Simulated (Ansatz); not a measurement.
## Equation of state of ZrH2 under PBEsol

```cif
data_structure
_symmetry_space_group_name_H-M 'Fm-3m'
_symmetry_Int_Tables_number 225
_cell_length_a 4.8185
_cell_length_b 4.8185
_cell_length_c 4.8185
_cell_angle_alpha 90.000
_cell_angle_beta 90.000
_cell_angle_gamma 90.000
_cell_volume 111.87
loop_
_atom_site_label
_atom_site_type_symbol
_atom_site_symmetry_multiplicity
_atom_site_Wyckoff_symbol
_atom_site_fract_x
_atom_site_fract_y
_atom_site_fract_z
_atom_site_occupancy
Zr1 Zr 4 a 0.00000 0.00000 0.00000 1
H1 H 8 c 0.25000 0.75000 0.75000 1
```

The cell is a database's computed one, not the measured one.

The cell was scaled at fixed shape and fractions and run with Ansatz, Ansatz PAW, cutoff 420 eV; PBEsol, k mesh 10 × 10 × 10 on the cell of 3 atoms, fermi-dirac occupations of 0.05 eV, no spin polarisation, no spin-orbit coupling. The potentials were made for PBE. Energies are those that the program minimises, any entropy of the smearing included. For a metal such a mesh isn't converged to the digits shown.

```tsv
V (Å³/atom)	energy over the lowest row (meV/atom)
8.7633	2.87
8.9498	0.00
9.1362	0.68
9.3227	?
9.5091	11.35
9.6956	20.73
9.8820	32.48
```

Task: Fit the third-order Birch-Murnaghan form, give V0, B0 and B′, and predict the energy left open.

Result: With y = (V0/V)^(2/3), E = E0 + (9 V0 B0/16) [(y - 1)³ B′ + (y - 1)² (6 - 4y)]. Least squares through the rows shown give V0 = 9.0049 Å³/atom, E0 = -0.15 meV, B0 = 142.8 GPa (1 eV/Å³ = 160.218 GPa) and B′ = 3.97, with a largest miss of 0.01 meV. At V = 9.3227 the form with these constants gives 4.57 meV; the run gave 4.57 meV an atom. Other set-ups at this level, from all their volumes (Å³/atom, GPa): Ansatz, all-electron LAPW, scalar-relativistic: V0 9.007, B0 142.6.
